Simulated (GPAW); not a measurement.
The system is Br.

```
Br
1.0
     3.36325   -2.32255    0.00000
     3.36325    2.32255    0.00000
     0.00000    0.00000    8.70230
Br
4
Cartesian
  3.3632 0.6266 3.3948
  3.3632 1.6959 7.7459
  3.3632 -0.6266 5.3075
  3.3632 -1.6959 0.9564
```

Base run:

* Program: GPAW 26.7.0
* Functional: PBEsol
* Potentials or basis: PAW data sets generated in the run's folder for this functional
* Cutoff: 600 eV
* Basis: pw
* k mesh: 6 × 6 × 3
* Occupations: fermi-dirac, width 0.05 eV
* Spin: no spin polarisation

Its results: band gap on the k mesh 1.83 eV, indirect (least direct gap 1.84 eV); pressure 0.4 GPa; largest force 0.887 eV/Å.

Question: The run is repeated on the same cell with these changes: functional from PBEsol to LDA; potentials or basis from PAW data sets generated in the run's folder for this functional to the program's PAW data sets (release 1.2.1) made for this functional. What comes out?

Answer: Band gap on the k mesh 1.74 eV, indirect (least direct gap 1.75 eV); pressure -1.0 GPa; largest force 0.861 eV/Å.

A k mesh can miss the band edges.
